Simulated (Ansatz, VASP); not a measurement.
## Two plane-wave programs on H4C

```
CELL_PARAMETERS angstrom
7.89124 0.00000 0.00000
0.00000 7.89124 0.00000
0.00000 0.00000 7.89124
ATOMIC_POSITIONS crystal
C 0.19355 0.16488 0.46690
C 0.59772 0.91315 0.14477
C 0.91597 0.59638 0.45543
C 0.94091 0.21653 0.87709
C 0.41538 0.42279 0.83152
C 0.88116 0.68886 0.89272
H 0.22228 0.07097 0.56468
H 0.10307 0.25697 0.51695
H 0.13907 0.10156 0.35628
H 0.30989 0.23048 0.42998
H 0.70677 0.96779 0.21144
H 0.50517 0.86537 0.23621
H 0.64090 0.80845 0.06581
H 0.53979 0.00953 0.06373
H 0.85769 0.62800 0.33371
H 0.05382 0.61068 0.44757
H 0.88487 0.46591 0.49068
H 0.86654 0.68158 0.55232
H 0.99296 0.09444 0.91645
H 0.83272 0.24921 0.95727
H 0.89977 0.20884 0.74504
H 0.03856 0.31396 0.88880
H 0.52339 0.47499 0.90072
H 0.46055 0.33261 0.73652
H 0.34650 0.52539 0.76873
H 0.33099 0.35800 0.92025
H 0.89258 0.77349 0.00150
H 0.74860 0.65219 0.87386
H 0.95705 0.57486 0.91360
H 0.92580 0.75581 0.78024
```

Alike in both runs: functional PBE; dispersion D3(BJ); k mesh 1 × 1 × 1; occupations fermi-dirac, width 0.05 eV; no spin polarisation.

Ansatz relaxed the structure, and its values are those at the end. VASP's run is a single point on that final structure, the one shown.

```csv
,VASP,Ansatz
version,VASP 6.6.1,Ansatz 0.2.0
potentials or method,"VASP PAW PBE potentials, release 64 (C, H)","scalar-relativistic, plane waves, PAW"
plane-wave cutoff (eV),520,420
valence electrons in the cell,48,48
```

```csv
,VASP,Ansatz,Ansatz less VASP
gap on the k mesh at the Fermi level (eV),7.00,7.00,+0.003
rms of the force components (eV/Å),0.043,0.037,-0.0055
dispersion energy (meV/atom),-20.3,-20.3,0.00
```

Ansatz warned: «xc_potential_rough_in_thin_density».
